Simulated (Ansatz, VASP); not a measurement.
## One calculation of LiCl, two programs

```
CELL_PARAMETERS angstrom
0.00000 2.73304 2.73304
2.73304 0.00000 2.73304
2.73304 2.73304 0.00000
ATOMIC_POSITIONS crystal
Li 0.00000 0.00000 0.00000
Cl 0.25000 0.25000 0.25000
```

The cell was built by a generator and needn't be a form met in nature.

Alike in both runs: task single point; functional PBE; k mesh 8 × 8 × 8; occupations fermi-dirac, width 0.02 eV; no spin polarisation.

|  | VASP | Ansatz |
| --- | --- | --- |
| version | VASP 6.6.1 | Ansatz 0.2.0 |
| potentials or method | VASP PAW PBE potentials, release 64 (Li_sv, Cl) | plane waves, PAW |
| plane-wave cutoff (eV) | 520 | 420 |
| valence electrons in the cell | 10 | 10 |

VASP gave:

```
gap on the k mesh at the Fermi level (eV) : 6.06
```

Question: Which values does Ansatz return?

Answer: gap on the k mesh at the Fermi level (eV): 6.05.

The functional is the same, so the differences come from potentials, cutoffs and numerics.

 A k mesh can miss the band edges. As with any semilocal functional, this PBE gap is likely too small.
